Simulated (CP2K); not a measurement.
# Ti (Im-3m) in CP2K: notebook

One crystal, Ti, is run at these levels: PBE; tasks: atomic charges.

Everything below comes from runs of CP2K 2026.2. Logs are shortened: lines on timing, memory, paths and dates and some standing lists are left out, and cuts for length are marked.

**1. The structure**

Symmetry: Im-3m, No. 229, cubic system. Conventional cell: a = 3.282 Å, b = 3.282 Å, c = 3.282 Å, α = 90.00°, β = 90.00°, γ = 90.00°. Around Ti (site symmetry m-3m) lie 8 Ti at 2.84 Å.

This isn't the form of Ti at room conditions, which is hcp.

**2. Atomic charges, PBE**

File ti_charges.inp:

```
&GLOBAL
  PROJECT ti_charges
  RUN_TYPE ENERGY_FORCE
  PRINT_LEVEL LOW
&END GLOBAL
&FORCE_EVAL
  METHOD QS
  STRESS_TENSOR ANALYTICAL
  &DFT
    BASIS_SET_FILE_NAME BASIS_MOLOPT_UZH
    POTENTIAL_FILE_NAME POTENTIAL_UZH
    &MGRID
      CUTOFF 450
      REL_CUTOFF 60
      NGRIDS 5
    &END MGRID
    &QS
      METHOD GPW
      EPS_DEFAULT 1.0E-9
    &END QS
    &KPOINTS
      SCHEME MONKHORST-PACK 11 11 11
      GAMMA_CENTERED T
      SYMMETRY T
      SYMMETRY_BACKEND SPGLIB
    &END KPOINTS
    &SCF
      SCF_GUESS ATOMIC
      EPS_SCF 1.0E-6
      MAX_SCF 100
      ADDED_MOS 11
      CHOLESKY OFF
      EPS_EIGVAL 1.0E-7
      &DIAGONALIZATION ON
        ALGORITHM STANDARD
      &END DIAGONALIZATION
      &MIXING ON
        METHOD BROYDEN_MIXING
        ALPHA 0.4
        BETA 1.5
        NBUFFER 8
      &END MIXING
      &SMEAR ON
        METHOD FERMI_DIRAC
        ELECTRONIC_TEMPERATURE [K] 580.226
      &END SMEAR
    &END SCF
    &XC
      &XC_FUNCTIONAL
        &GGA_X_PBE
        &END GGA_X_PBE
        &GGA_C_PBE
        &END GGA_C_PBE
      &END XC_FUNCTIONAL
    &END XC
    &PRINT
      &KPOINTS ON
      &END KPOINTS
      &MULLIKEN ON
      &END MULLIKEN
      &MO ON
        ENERGIES T
        OCCUPATION_NUMBERS T
        &EACH
          QS_SCF 0
        &END EACH
        ADD_LAST NUMERIC
      &END MO
      &LOWDIN ON
      &END LOWDIN
      &HIRSHFELD ON
        SHAPE_FUNCTION DENSITY
      &END HIRSHFELD
      &VORONOI ON
        VORONOI_RADII UNITY
      &END VORONOI
      &E_DENSITY_CUBE ON
        STRIDE 1
      &END E_DENSITY_CUBE
      &V_HARTREE_CUBE ON
        STRIDE 1
      &END V_HARTREE_CUBE
      &ELF_CUBE ON
        STRIDE 1
      &END ELF_CUBE
    &END PRINT
  &END DFT
  &SUBSYS
    &CELL
      A 2.8422953752 0.0000000000 0.0000000000
      B -0.9474317917 2.6797417786 0.0000000000
      C -0.9474317917 -1.3398708893 2.3207244559
      PERIODIC XYZ
    &END CELL
    &COORD
      SCALED
      Ti  0.0000000000 0.0000000000 0.0000000000
    &END COORD
    &KIND Ti
      BASIS_SET DZVP-MOLOPT-PBE-GTH-q12
      POTENTIAL GTH-PBE-q12
    &END KIND
    &PRINT
      &ATOMIC_COORDINATES ON
      &END ATOMIC_COORDINATES
      &CELL ON
      &END CELL
    &END PRINT
  &END SUBSYS
  &PRINT
    &FORCES ON
    &END FORCES
    &STRESS_TENSOR ON
    &END STRESS_TENSOR
  &END PRINT
&END FORCE_EVAL
```

Potentials or basis: POTENTIAL_UZH Ti GTH-PBE-q12; DZVP-MOLOPT-PBE-GTH basis.

On the command line:

```sh
> OMP_NUM_THREADS=1 cp2k.psmp -i ti_charges.inp -o ti_charges.out
```

ti_charges.out:

```text

 CP2K| version string:                                       CP2K version 2026.2
 CP2K| Input file name                                            ti_charges.inp

 GLOBAL| Force Environment number                                              1
 GLOBAL| Basis set file name                                    BASIS_MOLOPT_UZH
 GLOBAL| Potential file name                                       POTENTIAL_UZH
 GLOBAL| MM Potential file name                                     MM_POTENTIAL
 GLOBAL| Coordinate file name                                      __STD_INPUT__
 GLOBAL| Method name                                                        CP2K
 GLOBAL| Project name                                                 ti_charges
 GLOBAL| Run type                                                   ENERGY_FORCE
 GLOBAL| FFT library                                                       FFTW3
[... 6 lines left out ...]
 GLOBAL| Total number of message passing processes                             1
 GLOBAL| Number of threads for this process                                    1
 GLOBAL| CPU model name                          Intel(R) Xeon(R) Platinum 8488C

 CELL| Volume [angstrom^3]:                                            17.676071
 CELL| Vector a [angstrom]:       2.842     0.000     0.000   |a| =     2.842295
 CELL| Vector b [angstrom]:      -0.947     2.680     0.000   |b| =     2.842295
 CELL| Vector c [angstrom]:      -0.947    -1.340     2.321   |c| =     2.842295
 CELL| Angle (b,c), alpha [degree]:                                   109.471221
 CELL| Angle (a,c), beta  [degree]:                                   109.471221
 CELL| Angle (a,b), gamma [degree]:                                   109.471221
 CELL| Numerically orthorhombic:                                              NO
 CELL| Periodicity                                                           XYZ

 CELL_REF| Volume [angstrom^3]:                                        17.676071
 CELL_REF| Vector a [angstrom     2.842     0.000     0.000   |a| =     2.842295
 CELL_REF| Vector b [angstrom    -0.947     2.680     0.000   |b| =     2.842295
 CELL_REF| Vector c [angstrom    -0.947    -1.340     2.321   |c| =     2.842295
 CELL_REF| Angle (b,c), alpha [degree]:                               109.471221
 CELL_REF| Angle (a,c), beta  [degree]:                               109.471221
 CELL_REF| Angle (a,b), gamma [degree]:                               109.471221
 CELL_REF| Numerically orthorhombic:                                          NO
 CELL_REF| Periodicity                                                       XYZ
[... 9 lines left out ...]
 TOTAL NUMBERS AND MAXIMUM NUMBERS

  Total number of            - Atomic kinds:                                   1
                             - Atoms:                                          1
                             - Shell sets:                                     1
                             - Shells:                                         8
                             - Primitive Cartesian functions:                  6
                             - Cartesian basis functions:                     31
                             - Spherical basis functions:                     26

  Maximum angular momentum of- Orbital basis functions:                        3
                             - Local part of the GTH pseudopotential:          2
                             - Non-local part of the GTH pseudopotential:      3

 MODULE QUICKSTEP: ATOMIC COORDINATES IN ANGSTROM

   Atom Kind Element         X             Y             Z       Z(eff)     Mass
      1    1 Ti   22      0.000000      0.000000      0.000000  12.0000  47.8670

 SCF PARAMETERS         Density guess:                                    ATOMIC
[... 9 lines left out ...]
                        --------------------------------------------------------
                        level_shift [a.u.]:                             0.000000
                        added MOs                                        11    0
                        --------------------------------------------------------
                        Mixing method:                            BROYDEN_MIXING
[... 11 lines left out ...]
 *******************************************************************************
 BRILLOUIN| K-point scheme                                        Monkhorst-Pack
 BRILLOUIN| K-Point grid                                            11   11   11
 BRILLOUIN| Gamma-centered k-point mesh                                     ON
 BRILLOUIN| K-point symmetry accuracy                               0.100000E-05
 BRILLOUIN| K-Point point group symmetrization                                ON
 BRILLOUIN| Symmetry backend                                             SPGLIB
 BRILLOUIN| Symmetry reduction method                                    SPGLIB
 BRILLOUIN| Wavefunction type                                            COMPLEX
 BRILLOUIN| List of Kpoints [2 Pi/Bohr]                                       56
 BRILLOUIN| Number           Weight            X              Y              Z
 BRILLOUIN|     1           0.00601       -0.45455       -0.45455       -0.45455
 BRILLOUIN|     2           0.01803       -0.45455       -0.45455       -0.36364
[... 63 lines left out ...]
    10 Broy./Diag. 0.40E+00    6.6     0.00000141       -58.0610655540  3.07E-06
    11 Broy./Diag. 0.40E+00    4.1     0.00000007       -58.0610671116 -1.56E-06

  *** SCF run converged in    11 steps ***

  Electronic density on regular grids:        -11.9999999875        0.0000000125
  Core density on regular grids:               11.9999999953       -0.0000000047
  Total charge density on r-space grids:        0.0000000078
  Total charge density g-space grids:           0.0000000078

  Overlap energy of the core charge distribution:               0.00000000000000
  Self energy of the core charge distribution:               -106.62609833636455
  Core Hamiltonian energy:                                     27.11269253371124
  Hartree energy:                                              28.76698672850354
  Exchange-correlation energy:                                 -7.31384327686443
  Electronic entropic energy:                                  -0.00080476054111
  Fermi energy:                                                 0.38365878976184

  Total energy:                                               -58.06106711163700
  Total energy (extrapolated to T->0):                        -58.06066473136645

 MO| EIGENVALUES AND OCCUPATION NUMBERS FOR K POINT 1
 MO|
 MO|  Index      Eigenvalue [a.u.]        Eigenvalue [eV]             Occupation
 MO|      1              -1.685634             -45.868428               2.000000
 MO|      2              -0.823479             -22.408008               2.000000
 MO|      3              -0.823479             -22.408008               2.000000
 MO|      4              -0.820835             -22.336069               2.000000
 MO|      5               0.315611               8.588222               2.000000
 MO|      6               0.315611               8.588222               2.000000
[... 9 lines left out ...]
 MO|     16               1.420175              38.644924               0.000000
 MO|     17               1.695546              46.138140               0.000000
 MO| Sum:                                                              12.000000
 MO| E(Fermi):            0.383659 a.u.         10.439887 eV
 MO| Band gap:            0.169490 a.u.          4.612065 eV

 MO| EIGENVALUES AND OCCUPATION NUMBERS FOR K POINT 2
 MO|
 MO|  Index      Eigenvalue [a.u.]        Eigenvalue [eV]             Occupation
 MO|      1              -1.686291             -45.886325               2.000000
 MO|      2              -0.825032             -22.450254               2.000000
 MO|      3              -0.822071             -22.369690               2.000000
 MO|      4              -0.817264             -22.238872               2.000000
 MO|      5               0.327673               8.916437               2.000000
 MO|      6               0.330375               8.989952               2.000000
[... 90 lines left out ...]
 MO|      5               0.310212               8.441310               2.000000
 MO|      6               0.310603               8.451931               2.000000
[... 9 lines left out ...]
 MO|     16               1.442539              39.253475               0.000000
 MO|     17               1.759404              47.875805               0.000000
 MO| Sum:                                                              12.000000
 MO| E(Fermi):            0.383659 a.u.         10.439887 eV
 MO| Band gap:            0.205682 a.u.          5.596881 eV

 MO| EIGENVALUES AND OCCUPATION NUMBERS FOR K POINT 7
 MO|
 MO|  Index      Eigenvalue [a.u.]        Eigenvalue [eV]             Occupation
 MO|      1              -1.686970             -45.904783               2.000000
 MO|      2              -0.825308             -22.457771               2.000000
 MO|      3              -0.822114             -22.370858               2.000000
 MO|      4              -0.813417             -22.134195               2.000000
 MO|      5               0.341409               9.290206               2.000000
 MO|      6               0.343564               9.348856               2.000000
[... 160 lines left out ...]
 MO|      6               0.340659               9.269809               2.000000
[... 9 lines left out ...]
 MO|     16               1.340053              36.464704               0.000000
 MO|     17               1.707832              46.472485               0.000000
 MO| Sum:                                                              12.000000
 MO| E(Fermi):            0.383659 a.u.         10.439887 eV

 [... the levels of further k-points ...]

 The electron density is written in Cube    file format to the file:

 ti_charges-ELECTRON_DENSITY-1_0.cube

 !-----------------------------------------------------------------------------!
                     Mulliken Population Analysis

 #  Atom  Element  Kind  Atomic population                           Net charge
       1     Ti       1         12.000000                             -0.000000
 # Total charge                             12.000000                 -0.000000

 !-----------------------------------------------------------------------------!

 !-----------------------------------------------------------------------------!
                           Hirshfeld Charges

  #Atom  Element  Kind  Ref Charge     Population                    Net charge
      1       Ti     1      12.000         12.000                        -0.000

  Total Charge                                                           -0.000
 !-----------------------------------------------------------------------------!

 VORONOI| Collecting electron density from MPI ranks and sending to library...
 VORONOI| Voronoi integration finished.

 LOWDIN POPULATION ANALYSIS

 #  Atom  Element  Kind  Atomic population                           Net charge
       1     Ti       1         12.000000                             -0.000000
 # Total charge                             12.000000                 -0.000000

               ----- ELF is computed on the real space grid -----

 ELF is written in Cube    file format to the file:

 ti_charges-ELF_S1-1_0.cube

 ENERGY| Total FORCE_EVAL ( QS ) energy [hartree]            -58.061067182489666

 FORCES| Atomic forces [hartree/bohr]
 FORCES|   Atom     x               y               z               |f|
 FORCES|      1  2.16099519E-14  7.37449242E-15 -2.44857692E-15   2.29645093E-14
 FORCES| Sum     2.16099519E-14  7.37449242E-15 -2.44857692E-15
 FORCES| Total atomic force                                       2.29645093E-14

 STRESS| Analytical stress tensor [bar]
 STRESS|                        x                   y                   z
 STRESS|      x       -2.60659197773E+04   2.36796548471E+00   3.85678320543E+00
 STRESS|      y        2.36796548471E+00  -2.60642933657E+04   5.43439134589E+00
 STRESS|      z        3.85678320543E+00   5.43439134589E+00  -2.60581946096E+04
 STRESS| 1/3 Trace                                            -2.60628025842E+04
 STRESS| Determinant                                          -1.77036697973E+13

 STRESS| Eigenvectors and eigenvalues of the analytical stress tensor [bar]
 STRESS|                        1                   2                   3
 STRESS| Eigenvalues  -2.60676109120E+04  -2.60674170392E+04  -2.60533798015E+04
 STRESS|      x           0.786436141067      0.516054805938      0.339419553492
 STRESS|      y          -0.616744663632      0.625975175229      0.477264182481
 STRESS|      z           0.033826260598     -0.584673000288      0.810563548914
```

Run time: 83 s. Hardware: 1 thread of Intel Xeon Platinum 8488C (Sapphire Rapids), shared host; peak memory 0.28 GiB.

Results:

```yaml
Free_energy: -1579.9220 eV
Pressure: -2.6 GPa
Band_gap_on_the_k_mesh: none (metal or under the smearing width)
```

Caveat: the basis of atomic orbitals isn't converged, which shifts pressures, moduli and gaps.

**3. Atomic charges, PBE**

Changes to ti_charges.inp since step 2:

```diff
@@ -9,3 +9,3 @@
   &DFT
-    BASIS_SET_FILE_NAME BASIS_MOLOPT_UZH
+    BASIS_SET_FILE_NAME BASIS_ccGRB_UZH
     POTENTIAL_FILE_NAME POTENTIAL_UZH
@@ -99,3 +99,3 @@
     &KIND Ti
-      BASIS_SET DZVP-MOLOPT-PBE-GTH-q12
+      BASIS_SET ccGRB-D-q12
       POTENTIAL GTH-PBE-q12
```

Potentials or basis: POTENTIAL_UZH Ti GTH-PBE-q12; ccGRB-D basis.

On the command line:

```sh
> OMP_NUM_THREADS=1 cp2k.psmp -i ti_charges.inp -o ti_charges.out
```

It took 53 s on 1 thread of Intel Xeon Platinum 8488C (Sapphire Rapids), shared host; peak memory 0.27 GiB.

Results (log left out):

| Quantity | Value |
| --- | --- |
| Free energy | -1576.1768 eV |
| Pressure | -3.7 GPa |
| Band gap on the k mesh | none (metal or under the smearing width) |

Levels at points of the mesh, in eV from the Fermi level:
| k point | band 4 | band 5 | band 6 | band 7 | band 8 | band 9 |
| --- | --- | --- | --- | --- | --- | --- |
| (0.00, 0.00, 0.00) | -32.02 | -5.81 | 0.91 | 0.91 | 0.91 | 2.62 |

Caveat: the basis of atomic orbitals isn't converged, which shifts pressures, moduli and gaps.

**4. Atomic charges, PBE**

Changes to ti_charges.inp since step 3:

```diff
@@ -9,4 +9,4 @@
   &DFT
-    BASIS_SET_FILE_NAME BASIS_ccGRB_UZH
-    POTENTIAL_FILE_NAME POTENTIAL_UZH
+    BASIS_SET_FILE_NAME BASIS_MOLOPT_UCL
+    POTENTIAL_FILE_NAME GTH_POTENTIALS
     &MGRID
@@ -99,3 +99,3 @@
     &KIND Ti
-      BASIS_SET ccGRB-D-q12
+      BASIS_SET TZVP-MOLOPT-SR-GTH-q12
       POTENTIAL GTH-PBE-q12
```

Potentials or basis: GTH_POTENTIALS Ti GTH-PBE-q12; TZVP-MOLOPT-SR-GTH basis.

On the command line:

```sh
> OMP_NUM_THREADS=1 cp2k.psmp -i ti_charges.inp -o ti_charges.out
```

Wall time 81 s (1 thread of Intel Xeon Platinum 8488C (Sapphire Rapids), shared host); peak memory 0.3 GiB.

The run converged. Its results:

| Item | Value |
| --- | --- |
| Free energy | -1583.5657 eV |
| Pressure | -2.3 GPa |
| Band gap on the k mesh | none (metal or under the smearing width) |

Levels at points of the mesh, in eV from the Fermi level:
```tsv
k point	band 4	band 5	band 6	band 7	band 8	band 9
(0.00, 0.00, 0.00)	-32.24	-5.88	0.98	0.98	0.98	2.71
```

Caveat: the basis of atomic orbitals isn't converged, which shifts pressures, moduli and gaps.

**5. Overview**

| potentials or basis | basis sets | potentials | gap on the mesh (eV) | pressure (GPa) |
| --- | --- | --- | --- | --- |
| POTENTIAL_UZH Ti GTH-PBE-q12; DZVP-MOLOPT-PBE-GTH basis | Ti DZVP-MOLOPT-PBE-GTH-q12 | Ti GTH-PBE-q12 of POTENTIAL_UZH | none | -2.6 |
| POTENTIAL_UZH Ti GTH-PBE-q12; ccGRB-D basis | Ti ccGRB-D-q12 | Ti GTH-PBE-q12 of POTENTIAL_UZH | none | -3.7 |
| GTH_POTENTIALS Ti GTH-PBE-q12; TZVP-MOLOPT-SR-GTH basis | Ti TZVP-MOLOPT-SR-GTH-q12 | Ti GTH-PBE-q12 of GTH_POTENTIALS | none | -2.3 |

Alike in all rows: task atomic charges; level PBE; no spin polarisation; cell as given; k mesh 11 × 11 × 11; smearing fermi-dirac 0.05 eV.

Caveats: the basis of atomic orbitals isn't converged, which shifts pressures, moduli and gaps.

Absolute energies hang on the potentials; compare differences alone.
